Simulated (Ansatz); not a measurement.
Crystal: TePb.

```
CELL_PARAMETERS angstrom
4.00229 0.00000 0.00000
0.00000 4.00229 0.00000
0.00000 0.00000 4.00229
ATOMIC_POSITIONS crystal
Pb 0.00000 0.00000 0.00000
Te 0.50000 0.50000 0.50000
```

Measurements of this composition are mostly on another form, of space group No. 225.

* Program: Ansatz 0.2.0
* Task: relaxation of cell and atoms
* Functional: BLYP
* Dispersion: D3(BJ)
* Potentials or basis: all-electron LAPW, scalar-relativistic
* Basis error allowed: 0.001 eV/atom
* k mesh: 7 × 7 × 7
* Occupations: fermi-dirac, width 0.05 eV
* Spin: no spin polarisation

At the start: volume 32.05 Å³/atom.

Task: How do energy, volume and symmetry change on relaxing?

Result: Over 9 steps the energy falls by 34.9 meV/atom and the volume is 33.90 Å³/atom (+5.8 %); space group Pm-3m (No. 221, to 0.05 Å).

The path:
| step | energy change (eV) | largest force (eV/Å) | volume (Å³) |
| --- | --- | --- | --- |
| 1 | 0.0000 | 0.0000 | 64.11 |
| 2 | -0.0001 | 0.0000 | 64.24 |
| 3 | -0.0014 | 0.0000 | 64.62 |
| 4 | -0.0311 | 0.0000 | 66.07 |
| 5 | -0.0676 | 0.0000 | 68.26 |
| 6 | -0.0693 | 0.0000 | 67.59 |
| 7 | -0.0698 | 0.0000 | 67.84 |
| 8 | -0.0699 | 0.0000 | 67.81 |
| 9 | -0.0699 | 0.0000 | 67.81 |

Final structure:
```cif
data_structure
_symmetry_space_group_name_H-M 'P 1'
_symmetry_Int_Tables_number 1
_cell_length_a 4.0778
_cell_length_b 4.0778
_cell_length_c 4.0778
_cell_angle_alpha 90.000
_cell_angle_beta 90.000
_cell_angle_gamma 90.000
_cell_volume 67.81
loop_
_atom_site_label
_atom_site_type_symbol
_atom_site_fract_x
_atom_site_fract_y
_atom_site_fract_z
_atom_site_occupancy
Pb1 Pb 0.00000 0.00000 0.00000 1
Te1 Te 0.50000 0.50000 0.50000 1
```
